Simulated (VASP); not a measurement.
# Si (Fmmm) in VASP: single point with PBE

Aim: the single point of Si with PBE.

Program: VASP 6.6.1. These are calculated values, not measurements. Logs are shortened: lines on timing, memory, paths and dates and some standing lists are left out, and cuts for length are marked.

## 1. The structure

Symmetry: Fmmm, No. 69, orthorhombic system. Conventional cell: a = 4.845 Å, b = 5.320 Å, c = 9.286 Å, α = 90.00°, β = 90.00°, γ = 90.00°. Si (site symmetry mm2) is surrounded by 6 Si at 2.48 to 2.72 Å. Around Si (site symmetry m2m) lie 5 Si at 2.42 to 2.51 Å.

This isn't the form of Si at room conditions, which is diamond.

## 2. Single point, PBE

File INCAR:

```
  ALGO = Normal
  EDIFF = 1E-6
  ENCUT = 450
  GGA = PE
  ISIF = 2
  ISMEAR = 0
  LASPH = True
  LCHARG = False
  LREAL = False
  LWAVE = False
  NELM = 80
  PREC = Accurate
  SIGMA = 0.02
```

File KPOINTS:

```
k-points
0
Gamma
  4 4 4
```

File POSCAR:

```
Si
1.0
    0.0000000000      2.6598984800      4.6432435421
    2.4222677723      0.0000000000      4.6432435421
    2.4222677723      2.6598984800      0.0000000000
Si
4
Direct
    0.2202307000      0.2202307000      0.7797693000
    0.7797693000      0.7797693000      0.2202307000
    0.2726057200      0.7273942800      0.2726057200
    0.7273942800      0.2726057200      0.7273942800
```

Potentials or basis: VASP PAW PBE potentials, release 64 (Si_GW).

Command:

```bash
$ cat potpaw_PBE.64/Si_GW/POTCAR > POTCAR
$ mpirun -np 1 vasp_std > vasp.out
```

OUTCAR:

```text
EDIFF = 1E-6
   ENCUT = 450
   GGA = PE
   ISIF = 2
   ISMEAR = 0
   LASPH = True
   LREAL = False
   NELM = 80
   PREC = Accurate

 ion  position               nearest neighbor table
   1  0.220  0.220  0.780-   2 2.48   2 2.48   3 2.51   4 2.51   2 2.72   2 2.72   4 2.87   3 2.87

   2  0.780  0.780  0.220-   1 2.48   1 2.48   3 2.51   4 2.51   1 2.72   1 2.72   4 2.87   3 2.87

   3  0.273  0.727  0.273-   4 2.42   4 2.43   4 2.43   2 2.51   1 2.51   1 2.87   2 2.87   4 2.90

   4  0.727  0.273  0.727-   3 2.42   3 2.43   3 2.43   2 2.51   1 2.51   2 2.87   1 2.87   3 2.90

  LATTYP: Found a face centered orthorhombic cell.
 ALAT       =     4.8445355446
 B/A-ratio  =     1.0981025758
 C/A-ratio  =     1.9168993598

  Lattice vectors:

 A1 = (   0.0000000000,   2.6598984800,   4.6432435421)
 A2 = (   2.4222677723,   0.0000000000,   4.6432435421)
 A3 = (   2.4222677723,   2.6598984800,   0.0000000000)

Analysis of symmetry for initial positions (statically):
=====================================================================
 Subroutine PRICEL returns:
 Original cell was already a primitive cell.

 Routine SETGRP: Setting up the symmetry group for a
 face centered orthorhombic supercell.

 Subroutine GETGRP returns: Found  8 space group operations
 (whereof  8 operations were pure point group operations)
 out of a pool of  8 trial point group operations.

The static configuration has the point symmetry D_2h.

Analysis of symmetry for dynamics (positions and initial velocities):
=====================================================================
 Subroutine PRICEL returns:
 Original cell was already a primitive cell.

 Routine SETGRP: Setting up the symmetry group for a
 face centered orthorhombic supercell.

 Subroutine GETGRP returns: Found  8 space group operations
 (whereof  8 operations were pure point group operations)
 out of a pool of  8 trial point group operations.

The dynamic configuration has the point symmetry D_2h.

 Subroutine INISYM returns: Found  8 space group operations
 (whereof  8 operations are pure point group operations),
 and found     1 'primitive' translations

----------------------------------------------------------------------------------------

                                     Primitive cell

  volume of cell :      59.8327

  direct lattice vectors                    reciprocal lattice vectors
     0.000000000  2.659898480  4.643243542    -0.206418137  0.187977099  0.107683346
     2.422267772  0.000000000  4.643243542     0.206418137 -0.187977099  0.107683346
     2.422267772  2.659898480  0.000000000     0.206418137  0.187977099 -0.107683346

  length of vectors
     5.351146654  5.237088099  3.597560435     0.299231582  0.299231582  0.299231582

  position of ions in fractional coordinates (direct lattice)
     0.220230700  0.220230700  0.779769300
     0.779769300  0.779769300  0.220230700
     0.272605720  0.727394280  0.272605720
     0.727394280  0.272605720  0.727394280

  ion indices of the primitive-cell ions
   primitive index   ion index
                 1           1
                 2           2
                 3           3
                 4           4

----------------------------------------------------------------------------------------

 KPOINTS: k-points

Automatic generation of k-mesh.
 Grid dimensions read from file:
 generate k-points for:    4    4    4

 Generating k-lattice:

  Cartesian coordinates                     Fractional coordinates (reciprocal lattice)
    -0.051604534  0.046994275  0.026920836     0.250000000  0.000000000 -0.000000000
     0.051604534 -0.046994275  0.026920836     0.000000000  0.250000000  0.000000000
     0.051604534  0.046994275 -0.026920836    -0.000000000  0.000000000  0.250000000

  Length of vectors
     0.074807896  0.074807896  0.074807896

  Shift w.r.t. Gamma in fractional coordinates (k-lattice)
     0.000000000  0.000000000  0.000000000

 Subroutine IBZKPT returns following result:
 ===========================================

 Found     18 irreducible k-points:

 Following reciprocal coordinates:
            Coordinates               Weight
  0.000000  0.000000  0.000000      1.000000
  0.250000 -0.000000 -0.000000      8.000000
  0.500000 -0.000000 -0.000000      4.000000
  0.250000  0.250000  0.000000      2.000000
  0.500000  0.250000 -0.000000      8.000000
 -0.250000  0.250000  0.000000      4.000000
[... 10 lines left out ...]
 -0.250000  0.250000  0.500000      2.000000
  0.000000  0.500000  0.500000      1.000000
   k-points           NKPTS =     18   k-points in BZ     NKDIM =     18   number of bands    NBANDS=     12
   number of dos      NEDOS =    301   number of ions     NIONS =      4
   total plane-waves  NPLWV =  40320
   dimension x,y,z NGX =    40 NGY =   36 NGZ =   28
   dimension x,y,z NGXF=    80 NGYF=   72 NGZF=   56
   ions per type =               4
   NGX,Y,Z   is equivalent  to a cutoff of  12.43, 11.43, 12.94 a.u.
   NGXF,Y,Z  is equivalent  to a cutoff of  24.85, 22.86, 25.88 a.u.
 SYSTEM =  unknown system
   PREC   = accura    normal or accurate (medium, high low for compatibility)
   ISTART =      0    job   : 0-new  1-cont  2-samecut
   ICHARG =      2    charge: 1-file 2-atom 10-const
   ISPIN  =      1    spin polarized calculation?
   LNONCOLLINEAR =      F non collinear calculations
   LSORBIT =      F    spin-orbit coupling
   LASPH  =      T    aspherical Exc in radial PAW
   ENCUT  =  450.0 eV  33.07 Ry    5.75 a.u.   9.26  9.06  6.22*2*pi/ulx,y,z
   NELM   =     80;   NELMIN=  2; NELMDL= -5     # of ELM steps
   EDIFF  = 0.1E-05   stopping-criterion for ELM
   LREAL  =      F    real-space projection
   EDIFFG = 0.1E-04   stopping-criterion for IOM
   NSW    =      0    number of steps for IOM
   IBRION =     -1    ionic relax: 0-MD 1-quasi-New 2-CG
   NFREE  =      0    steps in history (QN), initial steepest desc. (CG)
   ISIF   =      2    stress and relaxation
   ISYM   =      2    0-nonsym 1-usesym 2-fastsym
   POTIM  = 0.5000    time-step for ionic-motion
   TEBEG  =    0.0;   TEEND  =   0.0 temperature during run
   PSTRESS=    0.0 pullay stress
   NELECT =      16.0000    total number of electrons
   NUPDOWN=      -1.0000    fix difference up-down
   EMIN   =  10.00;   EMAX   =-10.00  energy-range for DOS
   EFERMI =   0.00;   METHOD = LEGACY
   ISMEAR =     0;   SIGMA  =   0.02  broadening in eV -4-tet -1-fermi 0-gaus
   EFERMI_NEDOS =   21; number of points for ismear=-14 and -15
   IALGO  =     38    algorithm
   IMIX   =      4    mixing-type and parameters
     AMIX     =   0.40;   BMIX     =  1.00
     AMIX_MAG =   1.60;   BMIX_MAG =  1.00
  volume/ion in A,a.u.               =      14.96       100.94
  Fermi-wavevector in a.u.,A,eV,Ry     =   1.054715  1.993123 15.135454  1.112424
  Thomas-Fermi vector in A             =   2.189886
   LORBIT       =      0    0 simple, 1 ext, 2 COOP (PROOUT), +10 PAW based schemes
   GGA     = PE    functional components
   LHFCALC =     F    Hartree Fock is set to
   AEXX    =    0.0000 exact exchange contribution
   IVDW    =     0    specifies the selected vdW correction
   LEPSILON=     F    determine dielectric tensor
   LRPA    =     F    only Hartree local field effects (RPA)
 non-spin polarized calculation
 Gauss-broadening in eV      SIGMA  =   0.02
  energy-cutoff  :      450.00
  volume of cell :       59.83
 maximum number of plane-waves:      1316
 NGX is ok and might be reduce to    40
   NGX = 19   NGY = 19   NGZ = 13

 number of electron      16.0000000 magnetization

 Free energy of the ion-electron system (eV)
  ---------------------------------------------------
  ext. energy  EPLUGINS =         0.00000000
  ---------------------------------------------------
  free energy    TOTEN  =       -20.46536386 eV

  energy without entropy =      -20.46402321  energy(sigma->0) =      -20.46469354

 E-fermi :   8.9799     XC(G=0): -10.9636

 val. band max:        8.9754307756   @ k =   0.5000   0.2500  -0.0000
 cond. band min:       9.1102422449   @ k =   0.5000  -0.0000  -0.0000
 fundamental gap:      0.1348114693
 Fermi energy:         8.9799370177

 k-point     1 :       0.0000    0.0000    0.0000
  band No.  band energies     occupation
      1      -5.0134      2.00000
      2       1.1020      2.00000
      3       2.0580      2.00000
      4       6.1577      2.00000
      5       6.6111      2.00000
      6       6.6186      2.00000
      7       6.9744      2.00000
      8       7.0211      2.00000
      9       7.5337      2.00000
     10      10.1104      0.00000
     11      10.6951      0.00000
     12      13.9392      0.00000

 k-point     2 :       0.2500   -0.0000   -0.0000
  band No.  band energies     occupation
      1      -4.2118      2.00000
      2       0.6704      2.00000
      3       2.0004      2.00000
      4       3.6110      2.00000
      5       4.1027      2.00000
      6       6.6243      2.00000
      7       7.3327      2.00000
      8       9.1292      0.00000
      9       9.8623      0.00000
     10      10.7556      0.00000
     11      12.6179      0.00000
     12      13.1227      0.00000

 k-point     3 :       0.5000   -0.0000   -0.0000
  band No.  band energies     occupation
      1      -1.9047      2.00000
      2      -1.7596      2.00000
      3       1.1847      2.00000
      4       1.6840      2.00000
      5       7.2300      2.00000
      6       7.4757      2.00000
      7       7.6121      2.00000
      8       9.1102      0.00000
      9       9.2944      0.00000
     10       9.4400      0.00000
     11      11.9622      0.00000
     12      12.0084      0.00000
[... 196 lines left out ...]
 k-point    17 :      -0.2500    0.2500    0.5000
  band No.  band energies     occupation
      1       0.3355      2.00000
      2       0.3364      2.00000
      3       0.7047      2.00000
      4       2.3049      2.00000
      5       3.3709      2.00000
      6       3.8729      2.00000
      7       4.2601      2.00000
      8       5.2893      2.00000
      9       9.4541      0.00000
     10      10.0514      0.00000
     11      11.0577      0.00000
     12      12.4381      0.00000

 k-point    18 :       0.0000    0.5000    0.5000
  band No.  band energies     occupation
      1       0.2284      2.00000
      2       1.0027      2.00000
      3       1.3043      2.00000
      4       1.9230      2.00000
      5       1.9536      2.00000
      6       2.4222      2.00000
      7       6.4205      2.00000
      8       6.7978      2.00000
      9       7.1147      2.00000
     10      10.1898      0.00000
     11      13.4801      0.00000
     12      14.1208      0.00000

------------------------ aborting loop because EDIFF is reached ----------------------------------------

  FORCE on cell =-STRESS in cart. coord.  units (eV):
  Direction    XX          YY          ZZ          XY          YZ          ZX
  --------------------------------------------------------------------------------------
  -------------------------------------------------------------------------------------
  Total        0.9092145      2.5689242      0.9598117     -0.0000000      0.0000000      0.0000000
  in kB       24.3465956     68.7896670     25.7014696     -0.0000000      0.0000000      0.0000000
  external PRESSURE =      39.6125774 kB  Pullay stress =       0.0000000 kB

 VOLUME and BASIS-vectors are now :
 -----------------------------------------------------------------------------
  energy-cutoff  :      450.00
  volume of cell :       59.83
      direct lattice vectors                 reciprocal lattice vectors
     0.000000000  2.659898480  4.643243542    -0.206418137  0.187977099  0.107683346
     2.422267772  0.000000000  4.643243542     0.206418137 -0.187977099  0.107683346
     2.422267772  2.659898480  0.000000000     0.206418137  0.187977099 -0.107683346

 POSITION                                       TOTAL-FORCE (eV/Angst)
 -----------------------------------------------------------------------------------
      2.42227      2.65990      2.04517         0.000000      0.000000      0.136021
      2.42227      2.65990      7.24132         0.000000      0.000000     -0.136021
      2.42227      1.45021      4.64324         0.000000     -0.194428     -0.000000
      2.42227      3.86959      4.64324         0.000000      0.194428     -0.000000
 -----------------------------------------------------------------------------------
    total drift:                               -0.000000      0.000000     -0.000000

  FREE ENERGIE OF THE ION-ELECTRON SYSTEM (eV)
  ---------------------------------------------------
  free  energy   TOTEN  =       -20.4653638650 eV

  energy  without entropy=      -20.4640232068  energy(sigma->0) =      -20.46469354
```

Run time: 15 s. Hardware: 1 thread of Intel Xeon Platinum 8375C at 2.90GHz (Ice Lake), shared host; peak memory 0.18 GiB.

Results:

- Free energy: -20.4654 eV
- Pressure: 4.0 GPa
- Largest force: 0.194 eV/Å
- Band gap on the k mesh: none (metal or under the smearing width)

Forces on the atoms (eV/Å):
```
Si   0.000  0.000  0.136
Si   0.000  0.000 -0.136
Si   0.000 -0.194  0.000
Si   0.000  0.194  0.000
```

Caveat: the k mesh is coarse (spacing up to 0.47 Å⁻¹), so the values aren't converged.
